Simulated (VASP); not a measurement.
# LiH in VASP 6.6.1, single-point calculation

INCAR

```
NSW = 0
EDIFF = 1E-7
ISMEAR = 0
LASPH = .TRUE.
PREC = Accurate
SIGMA = 0.01
LWAVE = .FALSE.
IBRION = -1
NBANDS = 9
LCHARG = .FALSE.
NELM = 79
LREAL = .TRUE.
ENCUT = 520
ALGO = Normal
METAGGA = R2SCAN
ISIF = 2
```

KPOINTS

```
KPOINTS created by Atomic Simulation Environment
0
Gamma
10 10 10
0 0 0
```

POSCAR

```
Li H
 1.0000000000000000
     0.0000000000000000    1.9429049959000000    1.9429049959000000
     1.9429049959000000    0.0000000000000000    1.9429049959000000
     1.9429049959000000    1.9429049959000000    0.0000000000000000
 Li  H
   1   1
Cartesian
  0.0000000000000000  0.0000000000000000  0.0000000000000000
  1.9429049959000000  1.9429049959000000  1.9429049959000000
```

The recommended PBE PAW datasets give the neutral cell 4 valence electrons.

Command

```
mpirun -np 1 vasp_std
```

How does this run end, and what does it give?

It converged. Results: gap between bands v and c on the k mesh 3.53 eV; least direct gap on the k mesh 3.53 eV; pressure 2.5 GPa. Band v is the last that the valence electrons fill when counted band by band, and c is the next.

OSZICAR

```
N       E                     dE             d eps       ncg     rms          rms(c)
DAV:   1    -0.290016579443E+01   -0.29002E+01   -0.13546E+03   854   0.425E+02
DAV:   2    -0.737753710452E+01   -0.44774E+01   -0.44558E+01  1201   0.559E+01
DAV:   3    -0.742345293842E+01   -0.45916E-01   -0.45905E-01  1055   0.510E+00
DAV:   4    -0.742360729816E+01   -0.15436E-03   -0.15434E-03  1204   0.259E-01
DAV:   5    -0.742360796757E+01   -0.66941E-06   -0.66943E-06  1045   0.109E-02    0.278E+00
DAV:   6    -0.687820899692E+01    0.54540E+00   -0.15382E-01  1016   0.278E+00    0.164E+00
DAV:   7    -0.680963217858E+01    0.68577E-01   -0.18875E-01   868   0.211E+00    0.289E-01
DAV:   8    -0.680995376387E+01   -0.32159E-03   -0.59566E-03   994   0.534E-01    0.116E-01
DAV:   9    -0.681049057974E+01   -0.53682E-03   -0.10666E-03  1158   0.227E-01    0.223E-02
DAV:  10    -0.681046180337E+01    0.28776E-04   -0.39946E-05   981   0.474E-02    0.627E-03
DAV:  11    -0.681042683808E+01    0.34965E-04   -0.12223E-05   906   0.303E-02    0.157E-03
DAV:  12    -0.681041851974E+01    0.83183E-05   -0.73954E-07  1001   0.736E-03    0.485E-04
DAV:  13    -0.681041385743E+01    0.46623E-05   -0.22642E-07   913   0.357E-03    0.263E-04
DAV:  14    -0.681041179759E+01    0.20598E-05   -0.45344E-08   966   0.161E-03    0.131E-04
DAV:  15    -0.681041034470E+01    0.14529E-05   -0.20079E-08   906   0.104E-03    0.149E-05
DAV:  16    -0.681041028283E+01    0.61867E-07   -0.12991E-10   513   0.107E-04
   1 F= -.68104103E+01 E0= -.68104103E+01  d E =0.000000E+00
```

These settings aren't sound, so the numbers aren't properties of the crystal.

On sound settings r²SCAN gives a gap of 3.52 eV on its mesh and a pressure of 3.4 GPa for the intended cell.
